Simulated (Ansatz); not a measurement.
**BaTe (Fm-3m), symmetry broken, then relaxed**

These are results of DFT PBEsol, scalar-relativistic, plane waves, PAW (Ansatz), not measurements. Cutoff 420 eV, Γ-centred 6×6×6 k-points, Gaussian smearing of 0.05 eV. No spin polarisation. Energies are free energies at this smearing, counted from the undisturbed cell; pressure is positive in compression.

The starting cell (relaxed at this level):

```yaml
crystal:
  lattice:
    - [0.00000, 3.47140, 3.47140]
    - [3.47140, 0.00000, 3.47140]
    - [3.47140, 3.47140, 0.00000]
  atoms:
    - { symbol: Ba, position: [0.00000, 0.00000, 0.00000] }
    - { symbol: Te, position: [0.50000, 0.50000, 0.50000] }
```

The atoms are displaced (Å, in the unstrained cell):

| atom | ux | uy | uz |
| --- | --- | --- | --- |
| Ba1 | -0.042 | 0.023 | 0.007 |
| Te2 | 0.042 | -0.023 | -0.007 |

Cell and atoms are then relaxed.

Question: Does the relaxation return to the undisturbed structure?

Answer: Yes (up to a choice of domain or origin): same space group and volume, and an energy 0.0 meV/atom from it. The disturbance itself cost 5.2 meV/atom. The final space group reads Fm-3m (tolerance 0.05 Å) and the volume changes by -0.16 %.

Final structure:

```
Ba Te
1.0
    -0.00026    3.46984    3.47017
     3.46879   -0.00016    3.47008
     3.46865    3.46961   -0.00003
Ba Te
1 1
Cartesian
  0.0000 3.4695 3.4700
  3.4684 3.4700 3.4702
```

The relaxation, step by step (energy from the first step; small jumps at an unchanged geometry come where the plane waves are selected anew for the new cell):

| step | ΔE (meV/atom) | largest force component (eV/Å) | pressure (GPa) |
| --- | --- | --- | --- |
| 1 | 0.0 | 0.189 | 0.06 |
| 2 | -4.8 | 0.046 | -0.06 |
| 3 | -5.2 | 0.002 | 0.04 |
| 4 | -5.2 | 0.002 | 0.04 |

Frames along the relaxation (Å, eV/Å):

```xyz
2
Lattice="0.000 3.471 3.471 3.471 0.000 3.471 3.471 3.471 0.000" Properties=species:S:1:pos:R:3:forces:R:3 pbc="T T T" step=1
Ba   -0.042    0.023    0.007    0.189   -0.099   -0.032
Te    3.513    3.449    3.464   -0.189    0.099    0.032
2
Lattice="0.001 3.472 3.471 3.477 0.001 3.471 3.477 3.473 0.000" Properties=species:S:1:pos:R:3:forces:R:3 pbc="T T T" step=2
Ba   -0.011    0.006    0.002    0.047   -0.026   -0.009
Te    3.488    3.467    3.469   -0.046    0.026    0.009
2
Lattice="0.000 3.470 3.470 3.469 0.000 3.470 3.469 3.470 0.000" Properties=species:S:1:pos:R:3:forces:R:3 pbc="T T T" step=3
Ba    0.000    0.000    0.000   -0.001    0.002    0.001
Te    3.468    3.470    3.470    0.001   -0.002   -0.001
2
Lattice="0.000 3.470 3.470 3.469 0.000 3.470 3.469 3.470 0.000" Properties=species:S:1:pos:R:3:forces:R:3 pbc="T T T" step=4
Ba    0.000    0.000    0.000   -0.001    0.002    0.001
Te    3.468    3.470    3.470    0.001   -0.002   -0.001
```

Cost: 3 runs of about 1.1 core-minutes in all, on Intel Xeon Platinum 8375C (Ice Lake) (shared hosts).